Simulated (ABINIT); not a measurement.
CsPbCl3:

```
CELL_PARAMETERS angstrom
5.60500 0.00000 0.00000
0.00000 5.60500 0.00000
0.00000 0.00000 5.60500
ATOMIC_POSITIONS crystal
Pb 0.50000 0.50000 0.50000
Cs 0.00000 0.00000 0.00000
Cl 0.50000 0.00000 0.50000
Cl 0.00000 0.50000 0.50000
Cl 0.50000 0.50000 0.00000
```

Base run:

```yaml
Program: ABINIT 10.8.3 (patched build)
Functional: PBE
Potentials_or_basis: PseudoDojo NC SR PBE v0.4.1 standard
Cutoff: 707 eV
k_mesh: 4 × 4 × 4
Occupations: fermi-dirac, width 0.05 eV
Spin: no spin polarisation
```

Its results: band gap on the k mesh 1.93 eV, direct; pressure 1.8 GPa.

Q: The run is repeated on the same cell with these changes: functional from PBE to LDA; potentials or basis from PseudoDojo NC SR PBE v0.4.1 standard to PseudoDojo NC SR LDA v0.4.1 standard. What comes out?

A: Band gap on the k mesh 1.74 eV, direct; pressure -1.2 GPa.

Caveats: spin-orbit coupling is left out, which as a rule narrows the gap of such compounds by several tenths of an eV.

A k mesh can miss the band edges.

Not every run made on this cell is shown here.
